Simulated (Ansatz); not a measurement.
AlCo3, 4 atoms in the cell. The structure is cubic, space group Pm-3m (No. 221). The conventional cell has a = 3.575 Å, b = 3.575 Å, c = 3.575 Å, α = 90.00°, β = 90.00°, γ = 90.00°. Around Co (site symmetry 4/mmm) lie 8 Co at 2.53 Å and 4 Al at 2.53 Å. Around Al (site symmetry m-3m) lie 12 Co at 2.53 Å. The cell comes from a database or a generator and needn't be the stable form of this composition.

- Program: Ansatz 0.2.0
- Task: single point
- Functional: PBEsol
- Potentials or basis: Ansatz PAW
- Cutoff: 420 eV (not typed: the program's choice for these potentials)
- k mesh: 8 × 8 × 8
- Occupations: fermi-dirac, width 0.05 eV
- Spin: collinear spin, ferromagnetic start
- Starting moments: [3.5, 3.5, 3.5, 0.0] μB

Potentials or basis: Ansatz PAW.

Command:

```sh
$ ansatz run input.yaml --threads 2 --pin off --max-ram 5632MiB --backend cpu --events-out ev --progress --plain --runs-dir out
```

Hardware: 2 threads of Arm Neoverse N1 (shared host).

Problem. How long does it take, and how much memory?

Solution. It took 9.4 s on 2 threads of Arm Neoverse N1, with other jobs on the host, peak memory 0.42 GiB. Counts: scf iterations 12, plane waves 895, k points 35, bands 39.
